**Q:** I have one crystal of silicon carbide, with the same atoms in the same places, and five different band gaps. What changes from row to row?

**A:** The approximate rule for exchange and correlation changes, that is, the rule for how electrons keep out of each other's way. The LDA row also has its own set of potentials for the atomic cores, while the other four rows share one.

VASP 6.6.1, Kohn-Sham DFT with PAW potentials for hexagonal SiC (P6_3mc, 4 atoms per cell) at a fixed geometry, without spin polarisation or spin-orbit coupling. Plane-wave cutoff 520 eV, 10 × 10 × 6 k mesh, Gaussian smearing of 0.02 eV; the gaps are read from bands along the path Γ–M–K–Γ–A–L–H–A, L–M, K–H.

| functional | potentials | gap on path (eV) | direct gap on path (eV) |
| --- | --- | --- | --- |
| LDA | VASP-PAW-LDA-potentials,-recommended | 2.198 | 3.975 |
| PBE | VASP-PAW-PBE-potentials,-recommended | 2.323 | 4.076 |
| PBEsol | VASP-PAW-PBE-potentials,-recommended | 2.161 | 3.956 |
| r2SCAN | VASP-PAW-PBE-potentials,-recommended | 2.700 | 4.591 |
| TB-mBJ | VASP-PAW-PBE-potentials,-recommended | 3.338 | 5.067 |

The gap on path is the energy from the highest filled state to the lowest empty one, wherever each lies along the path. The direct gap on path is the smallest such energy between two states with the same wave vector. It is the larger of the two in every row, so the crystal has an indirect gap.

**Q:** Why do the first three rows lie so close together and so low?

**A:** In LDA, PBE and PBEsol the exchange-correlation energy is a smooth formula in the density and, in the last two, its gradient. The potential that the electrons feel is derived from that formula. A real gap is the cost of taking an electron out of the crystal less the gain from putting one in elsewhere. Part of that difference is a jump in the potential when the first electron enters the empty bands, and a potential derived in this way has no such jump. Set against a measured gap of roughly 3.3 eV, a recalled figure good to two digits, these rows fall short by about 1 eV.

Among themselves they differ by much less. PBE reacts more strongly to density gradients than PBEsol does, and with the same core potentials its indirect gap is 0.162 eV larger. It would be tempting to conclude that gradients open the gap, but LDA, which has no gradient term, lies 0.037 eV above PBEsol. That last difference mixes the functional with the core potentials, and I can't give it a cause.

**Q:** Then what do the two larger gaps have in common?

**A:** Both r2SCAN and TB-mBJ also use the kinetic energy density, which measures how rapidly the orbitals vary in space at each point. They use it in different ways, and a particle in a box shows the difference. If you raise the potential inside the box by a constant, all levels move up together and their spacings stay as they were. If you make the particle lighter, the levels spread apart, and the higher ones move further.

TB-mBJ acts mainly in the first way and r2SCAN partly in the second. The box is only a guide: a rise that was the same everywhere would lift filled and empty states alike and open no gap. In a crystal both changes vary from place to place and act differently on the two.

**Q:** How does that work in TB-mBJ?

**A:** TB-mBJ is a potential built to improve band gaps. Its exchange part sets an attractive term against a repulsive one that grows with the ratio of kinetic energy density to density. Where electrons are sparse, the attraction fades faster than the repulsion, so the potential is raised there. Empty states have more of their weight in such regions than filled ones, so they are pushed up more. That is the theoretical argument; the table shows only its outcome, an indirect gap 1.015 eV larger than in PBE.

**Q:** Can I check that the empty states really move up together?

**A:** You can check it for two gaps. If all empty states rise by the same amount against all filled ones, both gaps grow equally and their difference stays fixed. PBE supplies that difference: 4.076 − 2.323 = 1.753 eV. The direct gap of any other row should then be its indirect gap plus this constant.

For TB-mBJ the rule gives 3.338 + 1.753 = 5.091 eV, and the calculation gives 5.067 eV. The estimate is good to a few hundredths of an eV although the gap itself has grown by about 1 eV. If instead both gaps had grown by a common factor, the direct gap would have come out 0.79 eV too large.

LDA and PBEsol also follow the rule to within 0.05 eV. They are weaker evidence, since their gaps hardly differ from those of PBE in the first place. For PBEsol the miss is about a third of the change in the direct gap itself.

**Q:** And r2SCAN?

**A:** It is the row that breaks the rule. The same estimate gives 2.700 + 1.753 = 4.453 eV, which is 0.138 eV below the computed direct gap. The direct gap has opened more than the indirect one, as it would if the bands had been stretched as well as moved apart.

**Q:** Why should r2SCAN stretch bands?

**A:** In r2SCAN the energy itself depends on the kinetic energy density, written τ. When one asks how that energy responds to a change in an orbital, the answer is more than a potential: it also contains a term that acts on the orbital's slope. This term joins the ordinary kinetic energy, and in atomic units the sum reads

−½ ∇·[(1 + v) ∇ψ],

where ψ is the orbital and v is the change of the exchange-correlation energy density with τ.

In r2SCAN the exchange energy typically becomes less negative as τ rises at fixed density, so v is mostly positive. The electron then behaves as if it were somewhat lighter, and the levels spread as in the box. Because the extra term acts on each orbital according to its shape, it can also supply part of the missing jump and so help to open the gap.

**Q:** Do the numbers show this stretching, or is it only an argument?

**A:** They show the stretching; the argument only proposes its cause. The band energies of the PBE and r2SCAN runs give the width of the filled valence bands at Γ, the centre of reciprocal space. It grows from 15.72 eV in PBE to 16.52 eV in r2SCAN, or by about 5 percent.

That figure can be tried out at M, the point on the edge of the zone where these two runs have their direct gap. In PBE the highest filled state at M lies 1.486 eV below the top of the valence band. Stretched by 5 percent, this depth becomes 1.56 eV, and r2SCAN gives 1.57 eV. The deeper state accounts for 0.08 eV of the 0.138 eV that the simple shift had missed.

**Q:** Where does the rest come from?

**A:** From the empty states, which don't all rise equally. Measured from the valence top, the lowest empty state of the whole path goes up by 0.377 eV between PBE and r2SCAN. The one at M, which lies a little higher, goes up by 0.434 eV, and the one at Γ, higher still, by 0.555 eV.

For these three the order is that of the box, but it is no general rule: the second empty state at Γ lies 1.4 eV above the first and rises slightly less, by 0.542 eV. The size doesn't fit the box either. A uniform stretch of 5 percent would add only about 0.01 eV to the separation between the empty state at M and the lowest one, whereas r2SCAN adds 0.06 eV. The stretching factor taken at Γ therefore serves the valence state at M, though not every filled state is stretched by the same share, and it fails for the empty ones. A run of r2SCAN with its extra term replaced by a plain potential would test the proposed cause directly, and the table has no such row.

**Q:** Is the shift in TB-mBJ perfectly rigid, then?

**A:** No. From PBE to TB-mBJ the indirect gap grows by 1.015 eV and the direct gap by 0.991 eV, so even these two differ slightly. There is a second sign. The regular grid of wave vectors misses the lowest empty state, so the gap read from it is too large: by 0.157 eV in PBE but only by 0.137 eV in TB-mBJ. This hints that the empty band climbs less steeply from its minimum in TB-mBJ. Two gaps that grow almost equally can hide such changes of shape.

**Q:** I need one gap for this crystal. Shall I simply take the TB-mBJ value?

**A:** It is the closest of the five to the rough measured value, but this crystal is not a clean test of accuracy. The atoms were held at given positions, and in the four runs that report forces each atom is still pulled along the hexagonal axis by about 0.75 eV/Å. TB-mBJ can't relax them itself, because it is a potential without an energy to minimise. Relaxing them with another functional would change the gaps by an amount not computed here, and the vibrations of the lattice are missing too.

The analysis printed below lists by how much the shift estimate misses the direct gap in every row, with its one constant taken from PBE.

Numerical output:

```
Gaps against PBE and other differences (eV):
     row  indirect gap less PBE  direct gap less PBE  direct less indirect  mesh gap less path gap  rough measured gap less indirect gap
     LDA                 -0.125               -0.101                 1.777                  0.1591                                 1.102
     PBE                      0                    0                 1.753                   0.157                                 0.977
  PBEsol                 -0.162                -0.12                 1.795                  0.1599                                 1.139
  r2SCAN                  0.377                0.515                 1.891                  0.1602                                   0.6
  TB-mBJ                  1.015                0.991                 1.729                  0.1367                                -0.038
Direct gap predicted from the indirect gap less computed (eV):
     row  rigid shift  common factor
     LDA       -0.024        -0.1183
     PBE   -8.882e-16              0
  PBEsol       -0.042        -0.1642
  r2SCAN       -0.138         0.1465
  TB-mBJ        0.024         0.7899
LDA less PBEsol, indirect gap (eV): 0.037
PBE less PBEsol, indirect gap (eV): 0.162
TB-mBJ mesh-less-path difference against that of PBE (percent): -12.93
Valence band width at Gamma, PBE (eV): 15.72
Valence band width at Gamma, r2SCAN (eV): 16.52
Widening of the valence band from PBE to r2SCAN (percent): 5.068
Depth of the highest valence state at M below the valence top, PBE (eV): 1.486
The same depth, r2SCAN (eV): 1.567
The same depth expected from PBE and the widening alone (eV): 1.561
Extra growth of the r2SCAN direct gap over the indirect gap (eV): 0.138
Part of it from the deeper valence state at M (eV): 0.0818
Part of it from the conduction state at M rising more than the minimum (eV): 0.0566
Lift of the conduction state at M above the valence top, PBE to r2SCAN (eV): 0.4336
Lift of the lowest conduction state at Gamma, PBE to r2SCAN (eV): 0.5553
```
